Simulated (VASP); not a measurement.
Crystal: CaF2 (Fluorite).

```xyz
3
Lattice="0.0000 2.7310 2.7310 2.7310 0.0000 2.7310 2.7310 2.7310 0.0000" Properties=species:S:1:pos:R:3 pbc="T T T"
Ca    0.0000    0.0000    0.0000
F     1.3655    1.3655    1.3655
F     4.0965    4.0965    4.0965
```

| Property | Result |
| --- | --- |
| Program | VASP 6.6.1 |
| Task | relaxation of cell and atoms |
| Functional | LDA |
| Potentials or basis | VASP PAW LDA potentials, release 64 (Ca_sv, F) |
| Cutoff | 600 eV |
| k mesh | 8 × 8 × 8 |
| Occupations | gaussian, width 0.03 eV |
| Spin | no spin polarisation |

At the start: pressure -6.2 GPa; volume 13.58 Å³/atom.

**Question.** How do energy, volume and symmetry change on relaxing?

**Answer.** Over 3 steps the energy falls by 19.5 meV/atom and the volume is 12.64 Å³/atom (-6.9 %); space group Fm-3m (No. 225, to 0.05 Å).

The path:
```tsv
step	energy change (eV)	largest force (eV/Å)	pressure (GPa)	volume (Å³)
1	0.0000	0.0000	-6.23	40.74
2	-0.0581	0.0000	0.60	37.70
3	-0.0585	0.0000	-0.01	37.92
```

Final structure:
```yaml
crystal:
  lattice:
    - [0.00000, 2.66647, 2.66647]
    - [2.66647, 0.00000, 2.66647]
    - [2.66647, 2.66647, 0.00000]
  atoms:
    - { symbol: Ca, position: [0.00000, 0.00000, 0.00000] }
    - { symbol: F, position: [0.25000, 0.25000, 0.25000] }
    - { symbol: F, position: [0.75000, 0.75000, 0.75000] }
```
